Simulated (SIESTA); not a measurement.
Sn:

```
Sn
1.0
    -2.94014    2.94014    1.59930
     2.94014   -2.94014    1.59930
     2.94014    2.94014   -1.59930
Sn
2
Direct
  0.00000 0.00000 0.00000
  0.75000 0.25000 0.50000
```

Base run:

- Program: SIESTA 5.4.2
- Functional: PBE
- Potentials or basis: PseudoDojo 0.4 standard (PBE files)
- Basis: DZP (energy shift 0.002 Ry)
- Grid cutoff: 500 Ry
- Energy shift: 0.002 Ry
- k mesh: 9 × 9 × 9
- Occupations: fermi-dirac, width 0.05 eV
- Spin: no spin polarisation

Its results: band gap on the k mesh none (metal or under the smearing width); pressure 2.6 GPa.

After a change of settings the same cell gave: band gap on the k mesh none (metal or under the smearing width); pressure 7.2 GPa. Which change was it?
A. functional from PBE to BLYP
B. functional from PBE to AM05; potentials or basis from PseudoDojo 0.4 standard (PBE files) to PseudoDojo 0.4 standard (PBEsol files)
C. potentials or basis from PseudoDojo 0.4 standard (PBE files) to SG15 1.2 (PBE files) or PseudoDojo by element

A.

BLYP binds less tightly than PBE, so the same cell stands under more pressure.

Caveats: semicore shells carry a single zeta, which can move pressures by several GPa and volumes by a few percent; the basis of atomic orbitals isn't converged, which shifts pressures, moduli and gaps; the potentials were made for another functional, which shifts forces and pressure (some runs).

Not every run made on this cell is shown here.
